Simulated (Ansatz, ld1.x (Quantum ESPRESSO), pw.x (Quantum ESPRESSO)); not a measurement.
Cu (Z = 29): one change to the ultrasoft potential, in the atom and in the sc crystal

| Quantity | Value |
| --- | --- |
| Element | copper (Cu) |
| Generator | ld1.x (Quantum ESPRESSO) 7.5 |
| Type | ultrasoft |
| Functional | PBE |
| Relativity | scalar-relativistic |
| Frozen core | [Ar] |
| Valence charge | 11 |
| Reference configuration | 3d10 4s0.5 4p0.5 |
| Partial waves | 4s (bound): rcut 1.80, rcutus 2.40 bohr; 4s channel at 1.5 Ry: rcut 1.80, rcutus 2.40 bohr; 4p (bound): rcut 3.40, rcutus 3.55 bohr; 4p channel at 2.65 Ry: rcut 3.40, rcutus 3.55 bohr; 3d (bound): rcut 1.15, rcutus 1.45 bohr; 3d channel at 1.85 Ry: rcut 1.15, rcutus 1.45 bohr; 4f channel at 0.05 Ry: rcut 2.70, rcutus 2.90 bohr |
| Local potential | all-electron potential smoothed inside 3.20 bohr (lloc = -1) |
| Core correction | none |
| Augmentation charge | PSQ, inside the norm-conserving radii |

Change: waves 4p (bound): rcut 3.40, rcutus 3.86 bohr; 4p channel at 2.65 Ry: rcut 3.40, rcutus 3.86 bohr.

Cutoffs, loose and tight: the cutoffs (Ry, on a coarse ladder) from which the occupation-weighted sum of valence levels, in a spherical-Bessel basis at the reference potential, stays within 10 and 1 mRy of its value at 400 Ry. They do not see the model core or the augmentation charge, which bear on the density cutoff. Test errors are all-electron minus pseudo excitation energies from the reference, over the configurations 3d10 4s1 4p0; 3d10 4s0 4p0; 3d9 4s0 4p0; 3d9 4s1 4p0; 3d10 4s0 4p1; 3d9 4s2 4p0; 3d10 4s0.5 4p0; variants that change the core or the reference have their own tests.

Crystal test: sc Cu in pw.x 7.5, no spin, 14³ k-points, Fermi–Dirac smearing 0.01 Ry, cutoffs set for each file from its atomic test. The reference is all-electron LAPW (Ansatz 0.2.0) with the same functional, mesh and smearing; V0 and B0 come from Birch–Murnaghan fits to the pressures at five volumes. Errors are pseudo minus all-electron; Δ is the rms difference of the E(V) curves that follow from these fits, minima aligned, over ±6 % about the mean V0. Mesh and smearing are coarse, so the numbers serve the comparison and aren't converged zero-temperature values; the lattice is a test structure that the element need not adopt.

All-electron: a0 = 2.407 Å (V0 = 13.94 Å³/atom), B0 = 102.4 GPa.

Question: Does the change bring the crystal closer to the all-electron result?

Answer: The mean pressure error goes from +10.26 to +7.26 GPa, so the change moves the solid closer to the all-electron pressures. Neither pressure curve crosses zero within the volumes sampled, so no fits are given.

| quantity | base | changed |
| --- | --- | --- |
| outcome (atom) | generated | generated |
| cutoff, loose (atom) | 50 Ry | 50 Ry |
| cutoff, tight (atom) | 90 Ry | 90 Ry |
| bound ghosts (atom) | none | none |
| largest test error (meV) (atom) | -42 | -33 |
| cutoffs in pw.x (Ry) | 110/880 | 110/880 |
| mean pressure error (GPa) | +10.26 | +7.26 |

Base: The largest radius (3.55 bohr) exceeds half the bond length (2.28 bohr), so the spheres overlap, which is one possible source of error among others. This is a poor potential for the solid. The atomic tests give no hint of an error of this size, and its cause was not traced. Changed file: The largest radius (3.86 bohr) exceeds half the bond length (2.28 bohr), so the spheres overlap, which is one possible source of error among others. This is a poor potential for the solid. The atomic cutoffs weigh occupied waves only.
